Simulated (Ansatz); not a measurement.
Level of theory: DFT PBE, scalar-relativistic, plane waves, PAW in Ansatz. Settings: cutoff 420 eV, Γ-centred meshes spaced at most about 0.3 Å⁻¹, and about 0.25 Å⁻¹ or finer for metals (2π included), Gaussian smearing. No spin polarisation in the final relaxations.

All energies are static (0 K, no zero-point motion). All come from trial cells, and lower structures may exist.

Question: Which of these relaxed structures of Sn is the lowest in energy?
A.

Space group P6/mmm (No. 191). a = 3.268 Å, b = 3.268 Å, c = 3.073 Å, α = 90.00°, β = 90.00°, γ = 120.00°
```
atom  site  symmetry       x       y       z
  Sn    1b     6/mmm  0.0000  0.0000  0.5000
```

B.

Space group I4/mmm (No. 139). a = 4.007 Å, b = 4.007 Å, c = 3.457 Å, α = 90.00°, β = 90.00°, γ = 90.00°
| atom | site | symmetry | x | y | z |
| --- | --- | --- | --- | --- | --- |
| Sn | 2b | 4/mmm | 0.0000 | 0.0000 | 0.5000 |

Answer: A. It has the simple hexagonal type, space group P6/mmm (No. 191); the next, B, with space group I4/mmm (No. 139), lies 21 meV/atom higher. Counting all near atoms (those within 1.25 times the shortest distance at each site; a plus sign parts nearer from farther groups), the lowest has Sn 8 and the next has Sn 10+4.

With atoms moved at random, P6/mmm came back. Other cells relaxed within their symmetry can be saddle points. The part of the Crystallography Open Database at hand lists Sn in space groups No. 15, 139, 141, 225, 227; sharing a group (I4/mmm) doesn't make a cell the listed structure. Some candidate types were left out of the draw beforehand, so a known form may be missing.
